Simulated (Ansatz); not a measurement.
**Se: strain and displacement**

```
CELL_PARAMETERS angstrom
4.36620 0.00000 0.00000
-2.18310 3.78124 0.00000
0.00000 0.00000 4.95360
ATOMIC_POSITIONS crystal
Se 0.22540 0.00000 0.33333
Se 0.00000 0.22540 0.66667
Se 0.77460 0.77460 0.00000
```

Atoms are numbered in the order listed.

The cell is COD entry 9012501, as deposited and not checked against the literature; nothing was relaxed.

All numbers below come from DFT, PBE, all-electron LAPW, scalar-relativistic in Ansatz 0.2.0.

Numerical set-up: a Γ-centred 6×6×5 k mesh, Fermi–Dirac smearing of 0.03 eV, basis error target 1 meV/atom, no spin polarisation.

The unchanged cell is at 2.77 GPa.

Semilocal functionals give too small gaps.

x, y and z are the Cartesian axes of the cell as listed; fractional coordinates follow a strain, and an engineering shear is twice the off-diagonal strain component.

(1) One change gave: energy change +5 meV/atom; stress change (xx, yy, zz, yz, xz, xy) -0.34, 0.53, 0.17, -0.98, -1.38, -0.71 GPa, compression positive; change of the force on Se3 (0.174, -0.015, 0.362) eV/Å; gap on the k mesh 1.32 → 1.15 eV. Which change was it?
A. equal xy, yz and zx engineering shear strains of -3 %
B. equal xy, yz and zx engineering shear strains of -2 %
C. equal xy, yz and zx engineering shear strains of +2 %
D. equal xy, yz and zx engineering shear strains of +3 %
E. equal xy, yz and zx engineering shear strains of +1 %
F. equal xy, yz and zx engineering shear strains of -1 %

Answers

(1) C. For equal xy, yz and zx engineering shear strains of -3 %: energy change +14 meV/atom; stress change (xx, yy, zz, yz, xz, xy) 0.97, -0.49, 0.41, 1.60, 2.41, 1.21 GPa, compression positive; change of the force on Se3 (-0.323, -0.033, -0.603) eV/Å; gap on the k mesh 1.32 → 1.10 eV. For equal xy, yz and zx engineering shear strains of -1 %: energy change +1 meV/atom; stress change (xx, yy, zz, yz, xz, xy) 0.26, -0.21, 0.04, 0.52, 0.76, 0.38 GPa, compression positive; change of the force on Se3 (-0.099, -0.004, -0.192) eV/Å; gap on the k mesh 1.32 → 1.26 eV. For equal xy, yz and zx engineering shear strains of -2 %: energy change +6 meV/atom; stress change (xx, yy, zz, yz, xz, xy) 0.58, -0.37, 0.18, 1.05, 1.56, 0.79 GPa, compression positive; change of the force on Se3 (-0.207, -0.015, -0.392) eV/Å; gap on the k mesh 1.32 → 1.19 eV. For equal xy, yz and zx engineering shear strains of +1 %: energy change +1 meV/atom; stress change (xx, yy, zz, yz, xz, xy) -0.20, 0.25, 0.04, -0.50, -0.71, -0.36 GPa, compression positive; change of the force on Se3 (0.091, -0.004, 0.184) eV/Å; gap on the k mesh 1.32 → 1.26 eV. For equal xy, yz and zx engineering shear strains of +3 %: energy change +12 meV/atom; stress change (xx, yy, zz, yz, xz, xy) -0.42, 0.86, 0.38, -1.45, -2.01, -1.03 GPa, compression positive; change of the force on Se3 (0.249, -0.035, 0.533) eV/Å; gap on the k mesh 1.32 → 1.04 eV.
